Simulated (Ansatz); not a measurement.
# Preparing Al2O3 (R-3c) as a host crystal, part 2 of 3

Aim: the runs on the perfect crystal Al2O3 (R-3c) that a defect calculation needs first.

Ansatz 0.2.0; plane-wave PAW DFT, PBEsol; relaxation of the host's cell and atoms (the session's first sound run).

So far. Step 3 (Dielectric tensors of the host): The principal values of the electronic dielectric tensor are 3.26, 3.30 and 3.30. The principal values of the static dielectric tensor are 9.72, 9.72 and 11.81.

### Step 5. Self-consistent run

This step: plane-wave PAW DFT, PBEsol; single point of the defect-free supercell, a test of its k-points (Ansatz 0.2.0).

System of this step: Al2O3 (R-3c). The cell holds 80 atoms: 32 Al and 48 O. Its edges and angles: a = 10.280 Å, b = 10.280 Å, c = 10.280 Å, α = 55.3°, β = 55.3°, γ = 55.3°.

pristine.sampling/input.yaml reads:

```yaml
crystal:
  lattice:
    - [4.7738674274, 2.7561936443, 8.6765380597]
    - [-4.7738674274, 2.7561936443, 8.6765380597]
    - [0.0, -5.5123872885, 8.6765380597]
  atoms:
    - { symbol: Al, position: [0.323960443, 0.323960443, 0.323960443] }
    - { symbol: Al, position: [0.426039557, 0.426039557, 0.426039557] }
    - { symbol: Al, position: [0.073960443, 0.073960443, 0.073960443] }
    - { symbol: Al, position: [0.176039557, 0.176039557, 0.176039557] }
    - { symbol: O, position: [0.2220701173, 0.0279298827, 0.375] }
    - { symbol: O, position: [0.4720701173, 0.125, 0.2779298827] }
    - { symbol: O, position: [0.0279298827, 0.375, 0.2220701173] }
    - { symbol: O, position: [0.375, 0.2220701173, 0.0279298827] }
    - { symbol: O, position: [0.125, 0.2779298827, 0.4720701173] }
    - { symbol: O, position: [0.2779298827, 0.4720701173, 0.125] }
    - { symbol: Al, position: [0.323960443, 0.323960443, 0.823960443] }
    - { symbol: Al, position: [0.426039557, 0.426039557, 0.926039557] }
    - { symbol: Al, position: [0.073960443, 0.073960443, 0.573960443] }
    - { symbol: Al, position: [0.176039557, 0.176039557, 0.676039557] }
    - { symbol: O, position: [0.2220701173, 0.0279298827, 0.875] }
    - { symbol: O, position: [0.4720701173, 0.125, 0.7779298827] }
    - { symbol: O, position: [0.0279298827, 0.375, 0.7220701173] }
    - { symbol: O, position: [0.375, 0.2220701173, 0.5279298827] }
    - { symbol: O, position: [0.125, 0.2779298827, 0.9720701173] }
    - { symbol: O, position: [0.2779298827, 0.4720701173, 0.625] }
    - { symbol: Al, position: [0.323960443, 0.823960443, 0.323960443] }
    - { symbol: Al, position: [0.426039557, 0.926039557, 0.426039557] }
    - { symbol: Al, position: [0.073960443, 0.573960443, 0.073960443] }
    - { symbol: Al, position: [0.176039557, 0.676039557, 0.176039557] }
    - { symbol: O, position: [0.2220701173, 0.5279298827, 0.375] }
    - { symbol: O, position: [0.4720701173, 0.625, 0.2779298827] }
    - { symbol: O, position: [0.0279298827, 0.875, 0.2220701173] }
    - { symbol: O, position: [0.375, 0.7220701173, 0.0279298827] }
    - { symbol: O, position: [0.125, 0.7779298827, 0.4720701173] }
    - { symbol: O, position: [0.2779298827, 0.9720701173, 0.125] }
    - { symbol: Al, position: [0.323960443, 0.823960443, 0.823960443] }
    - { symbol: Al, position: [0.426039557, 0.926039557, 0.926039557] }
    - { symbol: Al, position: [0.073960443, 0.573960443, 0.573960443] }
    - { symbol: Al, position: [0.176039557, 0.676039557, 0.676039557] }
    - { symbol: O, position: [0.2220701173, 0.5279298827, 0.875] }
    - { symbol: O, position: [0.4720701173, 0.625, 0.7779298827] }
    - { symbol: O, position: [0.0279298827, 0.875, 0.7220701173] }
    - { symbol: O, position: [0.375, 0.7220701173, 0.5279298827] }
    - { symbol: O, position: [0.125, 0.7779298827, 0.9720701173] }
    - { symbol: O, position: [0.2779298827, 0.9720701173, 0.625] }
    - { symbol: Al, position: [0.823960443, 0.323960443, 0.323960443] }
    - { symbol: Al, position: [0.926039557, 0.426039557, 0.426039557] }
    - { symbol: Al, position: [0.573960443, 0.073960443, 0.073960443] }
    - { symbol: Al, position: [0.676039557, 0.176039557, 0.176039557] }
    - { symbol: O, position: [0.7220701173, 0.0279298827, 0.375] }
    - { symbol: O, position: [0.9720701173, 0.125, 0.2779298827] }
    - { symbol: O, position: [0.5279298827, 0.375, 0.2220701173] }
    - { symbol: O, position: [0.875, 0.2220701173, 0.0279298827] }
    - { symbol: O, position: [0.625, 0.2779298827, 0.4720701173] }
    - { symbol: O, position: [0.7779298827, 0.4720701173, 0.125] }
    - { symbol: Al, position: [0.823960443, 0.323960443, 0.823960443] }
    - { symbol: Al, position: [0.926039557, 0.426039557, 0.926039557] }
    - { symbol: Al, position: [0.573960443, 0.073960443, 0.573960443] }
    - { symbol: Al, position: [0.676039557, 0.176039557, 0.676039557] }
    - { symbol: O, position: [0.7220701173, 0.0279298827, 0.875] }
    - { symbol: O, position: [0.9720701173, 0.125, 0.7779298827] }
    - { symbol: O, position: [0.5279298827, 0.375, 0.7220701173] }
    - { symbol: O, position: [0.875, 0.2220701173, 0.5279298827] }
    - { symbol: O, position: [0.625, 0.2779298827, 0.9720701173] }
    - { symbol: O, position: [0.7779298827, 0.4720701173, 0.625] }
    - { symbol: Al, position: [0.823960443, 0.823960443, 0.323960443] }
    - { symbol: Al, position: [0.926039557, 0.926039557, 0.426039557] }
    - { symbol: Al, position: [0.573960443, 0.573960443, 0.073960443] }
    - { symbol: Al, position: [0.676039557, 0.676039557, 0.176039557] }
    - { symbol: O, position: [0.7220701173, 0.5279298827, 0.375] }
    - { symbol: O, position: [0.9720701173, 0.625, 0.2779298827] }
    - { symbol: O, position: [0.5279298827, 0.875, 0.2220701173] }
    - { symbol: O, position: [0.875, 0.7220701173, 0.0279298827] }
    - { symbol: O, position: [0.625, 0.7779298827, 0.4720701173] }
    - { symbol: O, position: [0.7779298827, 0.9720701173, 0.125] }
    - { symbol: Al, position: [0.823960443, 0.823960443, 0.823960443] }
    - { symbol: Al, position: [0.926039557, 0.926039557, 0.926039557] }
    - { symbol: Al, position: [0.573960443, 0.573960443, 0.573960443] }
    - { symbol: Al, position: [0.676039557, 0.676039557, 0.676039557] }
    - { symbol: O, position: [0.7220701173, 0.5279298827, 0.875] }
    - { symbol: O, position: [0.9720701173, 0.625, 0.7779298827] }
    - { symbol: O, position: [0.5279298827, 0.875, 0.7220701173] }
    - { symbol: O, position: [0.875, 0.7220701173, 0.5279298827] }
    - { symbol: O, position: [0.625, 0.7779298827, 0.9720701173] }
    - { symbol: O, position: [0.7779298827, 0.9720701173, 0.625] }
basis:
  ecutwfc: 420
  xc_grid: 2
hamiltonian:
  xc: pbesol
kpoints:
  mp_grid: { grid: [1, 1, 1], shift: [0.25, 0.25, 0.25] }
scf:
  occupations: { method: fermi_dirac, width: 0.01 }
  max_iter: 80
```

Run with:

```bash
> ansatz run input.yaml --threads 8 --pin off --max-ram 22609MiB --backend cpu --events-out ev --progress --plain --runs-dir out
```

Numbers of over 12 decimals in the logs are rounded to 6 here.

The program printed:

```text
[...]
Crystal: 80 atoms, lattice volume = 684.980 Å³
Basis set: ecut = 420 eV, 13367 PW (Γ), exchange–correlation on 144×144×144 points (8 copies of the dense FFT grid, shifted against one another)
Bands: 272, of which v1, the nominal top of the filled ones, is band 192 counted from 1 (191 counted from 0)
Symmetry: 96 space group operations
[...]
k-points: 1
[...]
SCF iter   1: F=—  HF=-43830.857762 eV  |F-HF|=—  |Δ(HF+E_count)|=         —  Δρ=1.57e-2  dr2=1.27e0  ethr=1.77e-3  ⟨swp⟩=7.0  Hψ=1299  notcnv=0  defer=13
[...]
SCF iter   6: F=-43830.467178 eV  HF=-43830.467178 eV  |F-HF|=1.68e-8  |Δ(HF+E_count)|=   5.20e-7  Δρ=5.30e-6  dr2=1.77e-7  ethr=1.78e-10  ⟨swp⟩=2.0  Hψ=418  notcnv=0
SCF 1 converged in 6 iterations: F = -43830.467178 eV  dr2 = 1.77e-7
[...]
SCF converged after 6 iterations
Free energy (F): -43830.467178 eV
[...]
Internal energy: -43830.467178 eV  (E = F + TS)
E sigma→0 (E₀):  -43830.467178 eV
Fermi energy:    10.686522 eV
[...]
```

Elapsed: 4.1 s, on 8 threads of Arm Neoverse V2, shared host; peak memory 1.4 GiB; 21 s of CPU time.

This step gave:

| Item | Value |
| --- | --- |
| energy over dense mesh | 0.003985 eV/atom |

### Step 6. Defect free supercell relaxed from its symmetric sites

This cell, the one that will hold the defects, is built from the relaxed host. Its coarser k-points can move the atoms a little, so it is relaxed from the symmetric sites, as the reference for the test of stability.

This step: plane-wave PAW DFT, PBEsol; relaxation of the defect-free supercell from its symmetric sites (Ansatz 0.2.0).

pristine.symmetric/input.yaml, as its differences from pristine.sampling/input.yaml of step 5:

```diff
@@ -96 +96,12 @@
   max_iter: 80
+output:
+  forces: true
+relax:
+  f_tol: 0.01
+  max_steps: 60
+  escape_saddle: false
+checkpoint:
+  write: "../pristine.symmetric.run"
+  compress: false
+  write_wavefunctions: false
+  write_every: 100000
```

The program printed:

```text
[...]
Crystal: 80 atoms, lattice volume = 684.980 Å³
Basis set: ecut = 420 eV, 13367 PW (Γ), exchange–correlation on 144×144×144 points (8 copies of the dense FFT grid, shifted against one another)
Bands: 272, of which v1, the nominal top of the filled ones, is band 192 counted from 1 (191 counted from 0)
Symmetry: 96 space group operations
[...]
k-points: 1
[...]
SCF iter   1: F=—  HF=-43830.857762 eV  |F-HF|=—  |Δ(HF+E_count)|=         —  Δρ=1.57e-2  dr2=1.27e0  ethr=1.77e-3  ⟨swp⟩=7.0  Hψ=1299  notcnv=0  defer=13
[...]
SCF iter   6: F=-43830.467178 eV  HF=-43830.467178 eV  |F-HF|=1.86e-8  |Δ(HF+E_count)|=   5.18e-7  Δρ=5.24e-6  dr2=1.64e-7  ethr=4.99e-10  ⟨swp⟩=2.0  Hψ=692  notcnv=0
SCF 1 converged in 6 iterations: F = -43830.467178 eV  dr2 = 1.64e-7
[...]
relax step   1: F+E_penalty+E_count = -43830.46717765 eV  Δ(F+E_penalty+E_count) = +0.000e0 eV  max|allowed force component| = 9.058e-3 eV/Å  Δτ_max = 0.0000 Å  (6 SCF iters, dr2 threshold 2.50e-6 eV, accepted)
[...]
SCF iter   2: F=-43830.467178 eV  HF=-43830.467178 eV  |F-HF|=1.26e-8  |Δ(HF+E_count)|=   7.74e-5  Δρ=2.86e-6  dr2=6.83e-8  ethr=2.60e-11  ⟨swp⟩=2.0  Hψ=801  notcnv=0
SCF 2 converged in 2 iterations: F = -43830.467178 eV  dr2 = 6.83e-8
relax step   2: F+E_penalty+E_count = -43830.46717766 eV  Δ(F+E_penalty+E_count) = -1.135e-8 eV  max|allowed force component| = 9.061e-3 eV/Å  Δτ_max = 0.0000 Å  (2 SCF iters, accepted)
SCF converged after 2 iterations
Free energy (F): -43830.467178 eV
[...]
Internal energy: -43830.467178 eV  (E = F + TS)
E sigma→0 (E₀):  -43830.467178 eV
Fermi energy:    10.686504 eV
[...]
--- Forces (eV/Å), atoms counted from 1 ---
  atom   1  Al     0.00000000    -0.00000000    -0.00379128
  atom   2  Al     0.00000000     0.00000000     0.00379128
  atom   3  Al    -0.00000000    -0.00000000    -0.00379128
  atom   4  Al    -0.00000000     0.00000000     0.00379128
  atom   5  O     -0.00906056    -0.00000000    -0.00000000
  atom   6  O     -0.00453028    -0.00784668     0.00000000
  atom   7  O      0.00453028     0.00784668    -0.00000000
  atom   8  O      0.00453028    -0.00784668     0.00000000
  atom   9  O     -0.00453028     0.00784668    -0.00000000
  atom  10  O      0.00906056     0.00000000     0.00000000
  atom  11  Al     0.00000000    -0.00000000    -0.00379128
  atom  12  Al     0.00000000     0.00000000     0.00379128
  atom  13  Al    -0.00000000    -0.00000000    -0.00379128
  atom  14  Al    -0.00000000     0.00000000     0.00379128
  atom  15  O     -0.00906056    -0.00000000    -0.00000000
  atom  16  O     -0.00453028    -0.00784668     0.00000000
  atom  17  O      0.00453028     0.00784668    -0.00000000
  atom  18  O      0.00453028    -0.00784668     0.00000000
  atom  19  O     -0.00453028     0.00784668    -0.00000000
  atom  20  O      0.00906056     0.00000000     0.00000000
  atom  21  Al     0.00000000    -0.00000000    -0.00379128
  atom  22  Al     0.00000000     0.00000000     0.00379128
  atom  23  Al    -0.00000000    -0.00000000    -0.00379128
  atom  24  Al    -0.00000000     0.00000000     0.00379128
  atom  25  O     -0.00906056    -0.00000000    -0.00000000
  atom  26  O     -0.00453028    -0.00784668     0.00000000
  atom  27  O      0.00453028     0.00784668    -0.00000000
  atom  28  O      0.00453028    -0.00784668     0.00000000
  atom  29  O     -0.00453028     0.00784668    -0.00000000
  atom  30  O      0.00906056     0.00000000     0.00000000
  atom  31  Al     0.00000000    -0.00000000    -0.00379128
  atom  32  Al     0.00000000     0.00000000     0.00379128
  atom  33  Al    -0.00000000    -0.00000000    -0.00379128
  atom  34  Al    -0.00000000     0.00000000     0.00379128
  atom  35  O     -0.00906056    -0.00000000    -0.00000000
  atom  36  O     -0.00453028    -0.00784668     0.00000000
  atom  37  O      0.00453028     0.00784668    -0.00000000
  atom  38  O      0.00453028    -0.00784668     0.00000000
  atom  39  O     -0.00453028     0.00784668    -0.00000000
  atom  40  O      0.00906056     0.00000000     0.00000000
[...]
atom  69  O     -0.00453028     0.00784668    -0.00000000
  atom  70  O      0.00906056     0.00000000     0.00000000
  atom  71  Al     0.00000000    -0.00000000    -0.00379128
  atom  72  Al     0.00000000     0.00000000     0.00379128
  atom  73  Al    -0.00000000    -0.00000000    -0.00379128
  atom  74  Al    -0.00000000     0.00000000     0.00379128
  atom  75  O     -0.00906056    -0.00000000    -0.00000000
  atom  76  O     -0.00453028    -0.00784668     0.00000000
  atom  77  O      0.00453028     0.00784668    -0.00000000
  atom  78  O      0.00453028    -0.00784668     0.00000000
  atom  79  O     -0.00453028     0.00784668    -0.00000000
  atom  80  O      0.00906056     0.00000000     0.00000000
  max |Σ_I F_I| component: 6.94e-17 eV/Å
--- Relaxed structure (2 steps of the walk, 2 accepted, 0 SCFs on fresh bases) ---
  F+E_penalty+E_count = -43830.46717766 eV   max|allowed force component| = 9.061e-3 eV/Å
  atoms:
    - { symbol: Al, position: [0.323960443, 0.323960443, 0.323960] }
    - { symbol: Al, position: [0.426039557, 0.426039557, 0.426040] }
    - { symbol: Al, position: [0.073960443, 0.073960443, 0.073960] }
    - { symbol: Al, position: [0.176040, 0.176040, 0.176040] }
    - { symbol: O, position: [0.2220701173, 0.027930, 0.375000] }
    - { symbol: O, position: [0.472070, 0.125, 0.277930] }
    - { symbol: O, position: [0.027930, 0.375, 0.222070] }
    - { symbol: O, position: [0.375, 0.222070, 0.027930] }
    - { symbol: O, position: [0.125, 0.277930, 0.472070] }
    - { symbol: O, position: [0.277930, 0.472070, 0.125] }
    - { symbol: Al, position: [0.323960, 0.323960, 0.823960443] }
    - { symbol: Al, position: [0.426040, 0.426040, 0.926040] }
    - { symbol: Al, position: [0.073960, 0.073960, 0.573960443] }
    - { symbol: Al, position: [0.176039557, 0.176039557, 0.676039557] }
    - { symbol: O, position: [0.222070, 0.027930, 0.875] }
    - { symbol: O, position: [0.472070, 0.125, 0.7779298827] }
    - { symbol: O, position: [0.027930, 0.375000, 0.722070] }
    - { symbol: O, position: [0.375000, 0.222070, 0.527930] }
    - { symbol: O, position: [0.125000, 0.277930, 0.972070] }
    - { symbol: O, position: [0.277930, 0.472070, 0.625] }
    - { symbol: Al, position: [0.323960, 0.823960443, 0.323960] }
    - { symbol: Al, position: [0.426039557, 0.926039557, 0.426040] }
    - { symbol: Al, position: [0.073960, 0.573960443, 0.073960] }
    - { symbol: Al, position: [0.176039557, 0.676039557, 0.176040] }
    - { symbol: O, position: [0.222070, 0.5279298827, 0.375000] }
    - { symbol: O, position: [0.472070, 0.625, 0.277930] }
    - { symbol: O, position: [0.027930, 0.875000, 0.222070] }
    - { symbol: O, position: [0.375, 0.7220701173, 0.027930] }
    - { symbol: O, position: [0.125000, 0.777930, 0.472070] }
    - { symbol: O, position: [0.2779298827, 0.972070, 0.125] }
    - { symbol: Al, position: [0.323960, 0.823960443, 0.823960443] }
    - { symbol: Al, position: [0.426040, 0.926040, 0.926040] }
    - { symbol: Al, position: [0.073960, 0.573960443, 0.573960443] }
    - { symbol: Al, position: [0.176040, 0.676040, 0.676040] }
    - { symbol: O, position: [0.222070, 0.5279298827, 0.875] }
    - { symbol: O, position: [0.4720701173, 0.625, 0.7779298827] }
    - { symbol: O, position: [0.027930, 0.875000, 0.722070] }
    - { symbol: O, position: [0.375, 0.7220701173, 0.527930] }
    - { symbol: O, position: [0.125000, 0.777930, 0.972070] }
    - { symbol: O, position: [0.277930, 0.972070, 0.625] }
    - { symbol: Al, position: [0.823960443, 0.323960, 0.323960] }
    - { symbol: Al, position: [0.926039557, 0.426039557, 0.426040] }
    - { symbol: Al, position: [0.573960443, 0.073960, 0.073960] }
    - { symbol: Al, position: [0.676039557, 0.176039557, 0.176040] }
    - { symbol: O, position: [0.7220701173, 0.027930, 0.375000] }
    - { symbol: O, position: [0.972070, 0.125000, 0.2779298827] }
    - { symbol: O, position: [0.5279298827, 0.375, 0.222070] }
    - { symbol: O, position: [0.875000, 0.222070, 0.027930] }
    - { symbol: O, position: [0.625, 0.277930, 0.472070] }
    - { symbol: O, position: [0.777930, 0.472070, 0.125] }
    - { symbol: Al, position: [0.823960443, 0.323960, 0.823960443] }
    - { symbol: Al, position: [0.926040, 0.426040, 0.926040] }
    - { symbol: Al, position: [0.573960443, 0.073960, 0.573960443] }
    - { symbol: Al, position: [0.676040, 0.176040, 0.676040] }
    - { symbol: O, position: [0.7220701173, 0.027930, 0.875000] }
    - { symbol: O, position: [0.9720701173, 0.125000, 0.777930] }
    - { symbol: O, position: [0.5279298827, 0.375, 0.722070] }
    - { symbol: O, position: [0.875000, 0.222070, 0.5279298827] }
    - { symbol: O, position: [0.625, 0.277930, 0.972070] }
    - { symbol: O, position: [0.7779298827, 0.472070, 0.625000] }
    - { symbol: Al, position: [0.823960443, 0.823960443, 0.323960] }
    - { symbol: Al, position: [0.926039557, 0.926039557, 0.426040] }
    - { symbol: Al, position: [0.573960, 0.573960, 0.073960] }
    - { symbol: Al, position: [0.676039557, 0.676039557, 0.176040] }
    - { symbol: O, position: [0.7220701173, 0.5279298827, 0.375000] }
    - { symbol: O, position: [0.9720701173, 0.625, 0.2779298827] }
    - { symbol: O, position: [0.5279298827, 0.875000, 0.222070] }
    - { symbol: O, position: [0.875000, 0.722070, 0.027930] }
    - { symbol: O, position: [0.625000, 0.777930, 0.472070] }
    - { symbol: O, position: [0.777930, 0.972070, 0.125000] }
    - { symbol: Al, position: [0.823960443, 0.823960443, 0.823960] }
    - { symbol: Al, position: [0.926039557, 0.926039557, 0.926040] }
    - { symbol: Al, position: [0.573960443, 0.573960443, 0.573960443] }
    - { symbol: Al, position: [0.676039557, 0.676039557, 0.676040] }
    - { symbol: O, position: [0.722070, 0.527930, 0.875] }
    - { symbol: O, position: [0.9720701173, 0.625, 0.777930] }
    - { symbol: O, position: [0.5279298827, 0.875000, 0.722070] }
    - { symbol: O, position: [0.875000, 0.722070, 0.527930] }
    - { symbol: O, position: [0.625000, 0.777930, 0.972070] }
    - { symbol: O, position: [0.777930, 0.972070, 0.625000] }
```

Run time: 7.8 s. Hardware: 8 threads; peak memory 1.4 GiB; 39 s of CPU time.

No atom moved by 0.005 Å in the relaxation.

(Continued in part 3 of 3.)

[Logs are printed without paths, hosts, clocks, repeated set-up lines and the standing remarks that a program may print on its own settings, such as how far it seeks lower states.]

[Hosts, paths, dates, database ids (printed as entryN), source tags and the programs' standing remarks are cut or masked in the printed files.]

[Runs of the host that timed out are not shown.]

[For some hosts the program warned that the k-mesh of the response run may be too coarse for force constants and the static dielectric constant; such warnings are not always shown.]
